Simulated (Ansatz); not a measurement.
The system is Fe.

```
Fe
1.0
    -1.44300    1.44300    1.44300
     1.44300   -1.44300    1.44300
     1.44300    1.44300   -1.44300
Fe
1
Direct
  0.00000 0.00000 0.00000
```

Base run:

| Item | Value |
| --- | --- |
| Program | Ansatz 0.2.0 |
| Functional | PBE |
| Potentials or basis | Ansatz PAW earlier set |
| Cutoff | 844 eV |
| Density cutoff | 3376 eV |
| k mesh | 13 × 13 × 13 |
| Occupations | fermi-dirac, width 0.05 eV |
| Spin | collinear spin, ferromagnetic start |
| Starting moments | [3.0] μB |

Its results: band gap on the k mesh none (metal or under the smearing width); pressure -9.7 GPa; net moment 2.24 μB per cell; site moments Fe +2.30 μB.

Task: The run is repeated on the same cell with these changes: functional from PBE to LDA; potentials or basis from Ansatz PAW earlier set to JTH PAW LDA; cutoff from 844 eV to 1320 eV; density cutoff from 3376 eV to 6600 eV. What comes out?

Result: Band gap on the k mesh none (metal or under the smearing width); pressure -26.2 GPa; net moment 2.21 μB per cell; site moments Fe +2.23 μB.

Caveats: so large a pressure means that the cell lies far from this level's equilibrium, or that cutoff or potentials fall short (some runs).

Not every run made on this cell is shown here.
